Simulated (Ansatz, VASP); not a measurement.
## One calculation of GaAs, two programs

Contents of INCAR:

```
SYSTEM = GaAs
PREC = Accurate
ENCUT = 600
EDIFF = 1E-7
ISMEAR = 0
SIGMA = 0.01
LREAL = .False.
LASPH = .True.
NELM = 60
ALGO = Normal
ISIF = 3
LWAVE = .False.
LCHARG = .False.
IBRION = 2
NSW = 80
EDIFFG = -0.001
```

The input KPOINTS:

```
regular mesh
0
Gamma
  12 12 12
  0 0 0
```

File POSCAR:

```
GaAs
1.0
    0.0000000000      2.8014019322      2.8014019322
    2.8014019322      0.0000000000      2.8014019322
    2.8014019322      2.8014019322      0.0000000000
Ga As
1 1
Direct
    0.0000000000      0.0000000000      0.0000000000
    0.7500000000      0.7500000000      0.7500000000
```

Input for Ansatz:

```yaml
crystal:
  lattice:
    - [0.0, 2.8014019297, 2.8014019297]
    - [2.8014019297, 0.0, 2.8014019297]
    - [2.8014019297, 2.8014019297, 0.0]
  atoms:
    - { symbol: Ga, position: [0.0, 0.0, 0.0] }
    - { symbol: As, position: [0.75, 0.75, 0.75] }
basis:
  ecutwfc: 420
kpoints:
  mp_grid: { grid: [12, 12, 12] }
hamiltonian:
  xc: lda
scf:
  occupations: { method: fixed }
output:
  forces: true
  stress: true
  eigenvalues: true
relax:
  adjacent_minimum: "off"
  f_tol: 0.001
  max_steps: 60
  cell: { stress_tol: 0.01 }
```

Alike in both runs: task relaxation of cell and atoms; functional LDA; k mesh 12 × 12 × 12; no spin polarisation.

|  | VASP | Ansatz |
| --- | --- | --- |
| version | VASP 6.6.1 | Ansatz 0.2.0 |
| potentials or method | VASP PAW LDA potentials, release 64 (Ga_d, As) | scalar-relativistic, plane waves, PAW |
| plane-wave cutoff (eV) | 600 | 420 |
| occupations | gaussian, width 0.01 eV | fixed |
| valence electrons in the cell | 18 | 28 |

Ansatz gave:

```
gap on the k mesh at the Fermi level, each at its own relaxed structure (eV) : 0.49
relaxed volume (Å³/atom)                                                     : 21.99
relaxed cell length with the largest relative difference (Å)                 : 3.962
```

Question: What did VASP give for the same quantities?

Answer: gap on the k mesh at the Fermi level, each at its own relaxed structure (eV): 0.50; relaxed volume (Å³/atom): 22.08; relaxed cell length with the largest relative difference (Å): 3.968.

The two sets of potentials don't hold the same shells in valence.

A k mesh can miss the band edges.
